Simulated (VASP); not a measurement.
These are PBE GGA, VASP's PBE PAW potentials (set 64) (plane waves; VASP 6.6.1) values and carry that method's errors.

Input for VASP

File KPOINTS:
```
Regular mesh
0
Gamma
 8 8 8
```

INCAR:
```
! general
SYSTEM   =  CsBr
PREC     =  Accurate
ENCUT    =  400
LREAL    =  .FALSE.
LASPH    =  .TRUE.
NBANDS   =  36

! electronic loop
EDIFF    =  1E-7
NELM     =  100
ALGO     =  Normal
LMAXMIX  =  4

! smearing
ISMEAR   =  0
SIGMA    =  0.01

! functional
GGA      =  PE

! output
LWAVE    =  .FALSE.
LCHARG   =  .FALSE.
NEDOS    =  1001

! other
LOPTICS  =  .TRUE.
CSHIFT   =  0.1
```

### POSCAR
```
CsBr
4.3864560
  0.9999999763   0.0000000000   0.0000000000
  0.0000000000   0.9999999763   0.0000000000
  0.0000000000   0.0000000000   0.9999999763
Cs Br
1 1
direct
  0.0000000000   0.0000000000   0.0000000000
  0.5000000000   0.5000000000   0.5000000000
```

POTCAR, in this order: Cs_sv Br (PBE.64 set). Program: vasp_std.

The resulting files:

### OSZICAR
```
       N       E                     dE             d eps       ncg     rms          rms(c)
DAV:   1     0.696792104151E+02    0.69679E+02   -0.47083E+03  2520   0.307E+02
DAV:   2    -0.236281013841E+01   -0.72042E+02   -0.67027E+02  3132   0.818E+01
DAV:   3    -0.628729291619E+01   -0.39245E+01   -0.38853E+01  3060   0.188E+01
DAV:   4    -0.630666901867E+01   -0.19376E-01   -0.19373E-01  3004   0.141E+00
DAV:   5    -0.630673085856E+01   -0.61840E-04   -0.61840E-04  2972   0.853E-02    0.180E+00
DAV:   6    -0.606093193898E+01    0.24580E+00   -0.52104E-02  2924   0.101E+00    0.100E+00
DAV:   7    -0.602123968980E+01    0.39692E-01   -0.52541E-02  3016   0.766E-01    0.655E-01
DAV:   8    -0.602450505675E+01   -0.32654E-02   -0.11978E-02  2796   0.342E-01    0.223E-01
DAV:   9    -0.602377180503E+01    0.73325E-03   -0.43229E-04  3020   0.777E-02    0.102E-01
DAV:  10    -0.602389468494E+01   -0.12288E-03   -0.33794E-04  2908   0.554E-02    0.445E-02
DAV:  11    -0.602388099978E+01    0.13685E-04   -0.11156E-05  2900   0.131E-02    0.813E-03
DAV:  12    -0.602388248729E+01   -0.14875E-05   -0.47753E-06  2844   0.690E-03    0.209E-03
DAV:  13    -0.602388257741E+01   -0.90119E-07   -0.64802E-08  2984   0.958E-04
   1 F= -.60238826E+01 E0= -.60238826E+01  d E =-.282953E-18
 imaginary and real dielectric function
```

OUTCAR:
```
------------------------ aborting loop because EDIFF is reached ----------------------------------------
  FORCE on cell =-STRESS in cart. coord.  units (eV):
  Direction    XX          YY          ZZ          XY          YZ          ZX
  --------------------------------------------------------------------------------------
  Total        0.0191830      0.0191830      0.0191830     -0.0000000      0.0000000     -0.0000000
  in kB        0.3641550      0.3641550      0.3641550     -0.0000000      0.0000000     -0.0000000
  external PRESSURE =       0.3641550 kB  Pullay stress =       0.0000000 kB
  volume of cell :       84.40
      direct lattice vectors                 reciprocal lattice vectors
     4.386455896  0.000000000  0.000000000     0.227974480  0.000000000  0.000000000
     0.000000000  4.386455896  0.000000000     0.000000000  0.227974480  0.000000000
     0.000000000  0.000000000  4.386455896     0.000000000  0.000000000  0.227974480
 POSITION                                       TOTAL-FORCE (eV/Angst)
 -----------------------------------------------------------------------------------
      0.00000      0.00000      0.00000         0.000000      0.000000      0.000000
      2.19323      2.19323      2.19323         0.000000      0.000000      0.000000
 -----------------------------------------------------------------------------------
    total drift:                                0.000000      0.000000     -0.000000
  FREE ENERGIE OF THE ION-ELECTRON SYSTEM (eV)
  ---------------------------------------------------
  free  energy   TOTEN  =        -6.0238825774 eV

  energy  without entropy=       -6.0238825774  energy(sigma->0) =       -6.02388258

 plasma frequency squared (from intraband transitions) (eV^2)
  --------------------------------------------------------------------------------------
       0.000      -0.000       0.000
       0.000       0.000       0.000
       0.000       0.000       0.000

 plasma frequency squared (from interband transitions, int dw w eps(2)(w)) (eV^2)
  --------------------------------------------------------------------------------------
     254.977       0.000      -0.000       0.000       0.000      -0.000
      -0.000      -0.000     254.977       0.000       0.000       0.000
       0.000       0.000       0.000      -0.000     254.977       0.000
```
(Selected blocks of OUTCAR.)

File OUTCAR:
```
 val. band max:       -0.6181947474   @ k =   0.5000   0.5000   0.0000

 cond. band min:       3.6322176407   @ k =   0.0000   0.0000   0.0000


 Fermi energy:        -0.5612809891

 k-point     1 :       0.0000    0.0000    0.0000
  band No.  band energies     occupation
      1     -20.5106      2.00000
      2     -12.9142      2.00000
      3      -7.1319      2.00000
      4      -7.1319      2.00000
      5      -7.1319      2.00000
      6      -0.6412      2.00000
      7      -0.6412      2.00000
      8      -0.6412      2.00000
      9       3.6322      0.00000
     10       4.3463      0.00000
     11       4.3463      0.00000
     12       8.2708      0.00000
     13       8.2708      0.00000
     14       8.2708      0.00000
     15      11.1982      0.00000
     16      11.1982      0.00000
     17      13.3049      0.00000
     18      13.3049      0.00000
     19      13.3049      0.00000
     20      13.4411      0.00000
     21      13.4411      0.00000
     22      13.4411      0.00000
     23      14.8765      0.00000
     24      14.8765      0.00000
     25      14.8765      0.00000
     26      17.9107      0.00000
     27      18.3768      0.00000
     28      21.9310      0.00000
     29      21.9310      0.00000
     30      23.0630      0.00000
     31      23.0630      0.00000
     32      23.0630      0.00000
     33      25.3004      0.00000
     34      25.3004      0.00000
     35      27.3785      0.00000
     36      27.3827      0.00000

 k-point     2 :       0.1250    0.0000    0.0000
  band No.  band energies     occupation
      1     -20.5049      2.00000
      2     -12.9145      2.00000
      3      -7.1856      2.00000
      4      -7.1202      2.00000
      5      -7.1202      2.00000
      6      -0.8619      2.00000
      7      -0.6636      2.00000
      8      -0.6636      2.00000
      9       3.9885      0.00000
     10       4.4405      0.00000
     11       4.6621      0.00000
     12       8.1796      0.00000
...
```

Unless said otherwise, spin-orbit coupling is left out, though it shifts the bands of the heavy elements here.

The compound is CsBr in the CsCl type structure. It was relaxed first, which changed the volume by +7 %.
